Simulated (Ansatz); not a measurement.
# Mg2ZnO3: the cost of one run

Program: Ansatz 0.2.0. Level of theory: DFT PBE, scalar-relativistic, plane waves, PAW. These are calculated values, not measurements.

### Step 1. The structure to begin with

It takes space group I-4m2 (No. 119, tetragonal). Conventional cell: a = 3.274 Å, b = 3.274 Å, c = 13.715 Å, α = 90.00°, β = 90.00°, γ = 90.00°. Around Mg (site symmetry 2mm) lie 4 O at 1.98 to 2.00 Å. Zn (site symmetry -4m2) is surrounded by 4 O at 2.01 Å. O (site symmetry 2mm) is surrounded by 2 Mg at 1.98 Å and 2 Zn at 2.01 Å. O (site symmetry -4m2) has 4 Mg at 2.00 Å in its first shell of neighbours.

Structure file:

```
CELL_PARAMETERS angstrom
-1.63721 1.63721 6.85765
1.63721 -1.63721 6.85765
1.63721 1.63721 -6.85765
ATOMIC_POSITIONS crystal
Mg 0.66630 0.66630 0.00000
Mg 0.33370 0.33370 0.00000
Zn 0.00000 0.00000 0.00000
O 0.58452 0.08452 0.50000
O 0.25000 0.75000 0.50000
O 0.91548 0.41548 0.50000
```

The start is the relaxed end of an invented cell (made as: elements ordered on the sites of the ZnO type, Zn/Mg on Zn (I-4m2, No. 119)), taken up again for a closer look.

### Step 2. Probe: one point on a coarse mesh

The input, input.yaml:

```yaml
crystal:
  lattice:
    - [-1.6372147, 1.6372147, 6.8576536]
    - [1.6372147, -1.6372147, 6.8576536]
    - [1.6372147, 1.6372147, -6.8576536]
  atoms:
    - { symbol: Mg, position: [0.666303, 0.666303, 0.0] }
    - { symbol: Mg, position: [0.333697, 0.333697, 0.0] }
    - { symbol: Zn, position: [0.0, 0.0, 0.0] }
    - { symbol: O, position: [0.584521, 0.084521, 0.5] }
    - { symbol: O, position: [0.25, 0.75, 0.5] }
    - { symbol: O, position: [0.915479, 0.415479, 0.5] }
basis:
  ecutwfc: 420
kpoints:
  mp_grid: { grid: [8, 8, 8] }
hamiltonian:
  xc: pbe
scf:
  occupations: { method: gaussian, width: 0.1 }
  lower_state_search: "off"
output:
  forces: true
  stress: true
  eigenvalues: true
```

On the command line:

```
$ ansatz run input.yaml --threads 4 --pin off --max-ram 8192MiB --backend cpu --events-out ev --progress --plain --runs-dir out
```

Q: Estimate wall time and peak memory on 4 threads of Intel Xeon Platinum 8488C (Sapphire Rapids), shared host.

About 2.1 s, with a peak of 0.45 GiB.
